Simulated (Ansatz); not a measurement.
CrCuO2:

```
CELL_PARAMETERS angstrom
1.48670 0.85835 5.70000
-1.48670 0.85835 5.70000
0.00000 -1.71669 5.70000
ATOMIC_POSITIONS crystal
Cu 0.00000 0.00000 0.00000
Cr 0.50000 0.50000 0.50000
O 0.89208 0.89208 0.89208
O 0.10792 0.10792 0.10792
```

Base run:

- Program: Ansatz 0.2.0
- Functional: PBEsol
- Potentials or basis: all-electron LAPW, scalar-relativistic
- Cutoff: 457 eV (chosen from the basis error)
- Basis error allowed: 0.002 eV/atom
- k mesh: 10 × 10 × 10
- Occupations: fermi-dirac, width 0.05 eV
- Spin: collinear spin, ferromagnetic start
- Starting moments: [0.6, 3.0, 0.0, 0.0] μB
- Hubbard terms: Cr d U = 4 eV, Cu d U = 4 eV

Its results: band gap on the k mesh 1.94 eV, indirect (least direct gap 2.60 eV); pressure 0.9 GPa; net moment 3.00 μB per cell; site moments Cu +0.00; Cr +2.69; O -0.04 μB; largest force 0.116 eV/Å.

Q: The run is repeated on the same cell with these changes: hubbard terms from Cr d U = 4 eV, Cu d U = 4 eV to Cr d U = 8 eV, Cu d U = 8 eV. What comes out?

A: Band gap on the k mesh 2.65 eV, indirect (least direct gap 3.34 eV); pressure 5.7 GPa; net moment 3.00 μB per cell; site moments Cu -0.00; Cr +2.77; O -0.09 μB; largest force 0.185 eV/Å.

Caveats: the magnetic state may not be the lowest; U is the effective U less J, on atomic orbitals that reach past the spheres; only a ferromagnetic start was run, and an antiferromagnetic order may lie lower in energy; the density of states is complete only up to the lowest level of the last band computed.

A k mesh can miss the band edges.
